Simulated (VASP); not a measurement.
Here is a VASP 6.6.1 calculation.

Contents of INCAR:

```
SYSTEM = Rb
PREC = Accurate
ENCUT = 520
EDIFF = 1E-6
ISMEAR = 1
SIGMA = 0.1
LREAL = .False.
LASPH = .True.
NELM = 100
ALGO = Normal
ISIF = 2
LWAVE = .False.
LCHARG = .True.
LELF = .True.
LVHAR = .True.
NBANDS = 20
```

KPOINTS

```
regular mesh
0
Gamma
  5 5 5
  0 0 0
```

The input POSCAR:

```
Rb
1.0
    0.0000000000      4.5083580000      4.5083580000
    4.5083580000      0.0000000000      4.5083580000
    4.5083580000      4.5083580000      0.0000000000
Rb
3
Direct
    0.7500000000      0.7500000000      0.7500000000
    0.5000000000      0.5000000000      0.5000000000
    0.2500000000      0.2500000000      0.2500000000
```

Potentials or basis: VASP PAW LDA potentials, release 64 (Rb_sv).

Launch:

```console
$ cat potpaw_LDA.64/Rb_sv/POTCAR > POTCAR
$ mpirun -np 1 vasp_std > vasp.out
```

(1) What does it give for the band gap on the k mesh?

(2) Estimate the pressure.

Results:

(1) none (metal or under the smearing width).

(2) 2.1 GPa.
